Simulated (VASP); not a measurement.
Runs of VASP 6.6.1 on Te. The structure is trigonal, space group R-3m (No. 166). Conventional cell: a = 4.612 Å, b = 4.612 Å, c = 5.073 Å, α = 90.00°, β = 90.00°, γ = 120.00°. Te (site symmetry -3m) is surrounded by 6 Te at 3.15 Å. This isn't the form of Te at room conditions, which is trigonal, of chains.

| task | level | smearing | pressure (GPa) |
| --- | --- | --- | --- |
| band structure | MS2 | fermi-dirac 0.05 eV | -0.6 |
| single point | PBE | gaussian 0.012 eV | (a) |
| band structure | revTPSS | fermi-dirac 0.05 eV | 1.0 |
| band structure | TPSS | fermi-dirac 0.05 eV | 2.4 |

Alike in all rows: potentials or basis VASP PAW PBE potentials, release 64 (Te); no spin polarisation; cell as given; k mesh 9 × 9 × 9; cutoff (eV) 520.

Estimate the missing entries.

(a) 2.6.

Caveats: the PAW data sets were made with another functional, which shifts forces and pressure a little (some runs).
